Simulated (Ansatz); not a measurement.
# Straining BaTe

These are results of DFT PBE, scalar-relativistic, plane waves, PAW (Ansatz 0.2.0), not measurements. (420 eV cutoff, 6×6×4 k-mesh, Gaussian smearing of 0.02 eV, no spin polarisation)

Reference structure (relaxed):

```xyz
4
Lattice="3.5333 3.5333 0.0000 -3.5333 3.5333 0.0000 0.0000 0.0000 7.0666" Properties=species:S:1:pos:R:3 pbc="T T T"
Ba    0.0000    0.0000    0.0000
Ba    0.0000    3.5333    3.5333
Te    0.0000    3.5333    0.0000
Te    0.0000    0.0000    3.5333
```

Deformation: biaxial strain in the a-b plane, with the length and tilt of c and the atoms relaxed, all within the symmetry that the strain leaves. Energies are extrapolated to zero smearing. Gaps are Kohn–Sham gaps over the whole zone.

Spin-orbit coupling is left out, which matters for the bands and energies of heavy elements.

| strain (%) | ΔE (meV/atom) | a (Å) | b (Å) | c (Å) | gap (eV) |
| --- | --- | --- | --- | --- | --- |
| -4.5 | 48.9 | 4.772 | 4.772 | 7.158 | 1.43 |
| -3.0 | 20.3 | 4.847 | 4.847 | 7.125 | 1.52 |
| -1.5 | 4.7 | 4.922 | 4.922 | 7.095 | 1.59 |
| +0.0 | 0.0 | 4.997 | 4.997 | 7.067 | 1.66 |
| +1.5 | 4.4 | 5.072 | 5.072 | 7.034 | 1.68 |
| +3.0 | 16.4 | 5.147 | 5.147 | 7.005 | 1.70 |
| +4.5 | 34.5 | 5.222 | 5.222 | 6.976 | 1.71 |

Task: What stiffness (1/V) d²E/dε² at zero strain does a cubic fit over all points give?

Result: A cubic fit gives (1/V) d²E/dε² = 150 GPa at zero strain (twice the biaxial modulus).

Task: How does the free axis c answer a small strain?

Result: Between the innermost points its strain is -0.29 times the applied one.

Task: How fast does the gap move with strain on either side?

Result: 44 meV per percent on the compressed side and 13 meV per percent on the stretched side.